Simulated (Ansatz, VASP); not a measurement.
# Pb in VASP and in Ansatz

```
Pb
1.0
     2.50210    2.50210    0.00000
    -2.50210    2.50210    0.00000
     0.00000    2.50210    2.50210
Pb
1
Direct
  0.00000 0.00000 0.00000
```

Alike in both runs: functional r2SCAN; k mesh 12 × 12 × 12; occupations fermi-dirac, width 0.05 eV; no spin polarisation.

Ansatz relaxed the structure, and its values are those at the end. VASP's run is a single point on that final structure, the one shown.

|  | VASP | Ansatz |
| --- | --- | --- |
| version | VASP 6.6.1 | Ansatz 0.2.0 |
| potentials or method | VASP PAW PBE potentials, release 64 (Pb_d) | PAW with Ansatz's default frozen-core files, scalar-relativistic |
| plane-wave cutoff (eV) | 520 | 500 |
| valence electrons in the cell | 14 | 14 |

```csv
,VASP,Ansatz,Ansatz less VASP
pressure (GPa),0.0,0.0,+0.01
```

Caveats: the PAW data sets were made with another functional, which shifts forces and pressure a little (VASP). Spin-orbit coupling is left out, which matters for the levels of Pb.
